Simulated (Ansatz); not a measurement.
**Pd under changes of volume**

One of the cells (15.547 Å³/atom); the others are scaled copies at fixed shape and fractional positions:

```
Pd
1.0
    -1.57228    1.57228    1.57228
     1.57228   -1.57228    1.57228
     1.57228    1.57228   -1.57228
Pd
1
Direct
  0.00000 0.00000 0.00000
```

This isn't the form of Pd at room conditions, which is fcc.

```yaml
Program: Ansatz 0.2.0
Functional: LDA
Potentials_or_basis: all-electron LAPW, scalar-relativistic
Cutoff: 273 eV (chosen from the basis error)
Basis_error_allowed: 0.001 eV/atom
k_mesh: 12 × 12 × 12
Occupations: fermi-dirac, width 0.05 eV
Spin: no spin polarisation
```

| volume (Å³/atom) | energy over the lowest point (meV/atom) | pressure (GPa) |
| --- | --- | --- |
| 14.614 | 0.00 | -5.2 |
| 14.925 | 14.20 | -9.1 |
| 15.236 | 35.36 | -12.4 |
| 15.547 | ? | ? |
| 15.858 | 94.99 | -17.8 |
| 16.169 | 131.91 | -20.0 |
| 16.480 | 172.71 | -21.8 |

Problem. What does the run at 15.547 Å³/atom give?

Solution. Energy over the lowest point 62.56 meV/atom; pressure -15.3 GPa.

Worked out: A Birch-Murnaghan fit of order 3 (a polynomial in V^(-2/3)) to the other rows has its minimum at 14.24 Å³/atom, just outside them, with B0 = V·E''(V) = 224 GPa and B' = 5.5. It gives 62.57 meV/atom at 15.547 Å³/atom, against the run's 62.56, and -dE/dV = -15.4 GPa, against -15.3.

Energies are extrapolated to zero smearing.
